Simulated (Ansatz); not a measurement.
# BiTe3: the cost of one run

Computed with Ansatz 0.2.0 (DFT PBE, scalar-relativistic, plane waves, PAW, unless a step names another level, unless a step's input says otherwise).

### Step 1. The system as given

It takes space group Im-3m (No. 229, cubic). The conventional cell has a = 6.450 Å, b = 6.450 Å, c = 6.450 Å, α = 90.00°, β = 90.00°, γ = 90.00°. Bi (site symmetry m-3m) has 6 Te at 3.22 Å in its first shell of neighbours. Te (site symmetry 4/mmm) has 2 Bi at 3.22 Å and 4 Te at 3.22 Å in its first shell of neighbours.

Coordinates:

```cif
data_structure
_symmetry_space_group_name_H-M 'Im-3m'
_symmetry_Int_Tables_number 229
_cell_length_a 6.4497
_cell_length_b 6.4497
_cell_length_c 6.4497
_cell_angle_alpha 90.000
_cell_angle_beta 90.000
_cell_angle_gamma 90.000
_cell_volume 268.30
loop_
_atom_site_label
_atom_site_type_symbol
_atom_site_symmetry_multiplicity
_atom_site_Wyckoff_symbol
_atom_site_fract_x
_atom_site_fract_y
_atom_site_fract_z
_atom_site_occupancy
Bi1 Bi 2 a 0.00000 0.00000 0.00000 1
Te1 Te 6 b 0.50000 0.00000 0.00000 1
```

It came out lowest among 26 distinct ends of the trial cells. At a tolerance of 0.05 Å it has space group Im-3m (No. 229).

### Step 2. A stricter relaxation, on the response runs' mesh and smearing

input.yaml

```yaml
crystal:
  lattice:
    - [-3.2248579178, 3.2248579178, 3.2248579178]
    - [3.2248579178, -3.2248579178, 3.2248579178]
    - [3.2248579178, 3.2248579178, -3.2248579178]
  atoms:
    - { symbol: Bi, position: [0.0, 0.0, 0.0] }
    - { symbol: Te, position: [0.0, 0.5, 0.5] }
    - { symbol: Te, position: [0.5, 0.0, 0.5] }
    - { symbol: Te, position: [0.5, 0.5, 0.0] }
basis:
  ecutwfc: 420
kpoints:
  mp_grid: { grid: [8, 8, 8] }
hamiltonian:
  xc: pbe
scf:
  occupations: { method: gaussian, width: 0.1 }
output:
  forces: true
  stress: true
  eigenvalues: true
relax:
  adjacent_minimum: "off"
  f_tol: 0.001
  max_steps: 60
  cell: { stress_tol: 0.01 }
```

Command:

```
> ansatz run input.yaml --threads 3 --pin off --max-ram 7680MiB --backend cpu --events-out ev --progress --plain --runs-dir out
```

Q: Estimate wall time and peak memory on 3 threads of Arm Neoverse N1, shared host.

About 23 s, with a peak of 0.51 GiB.
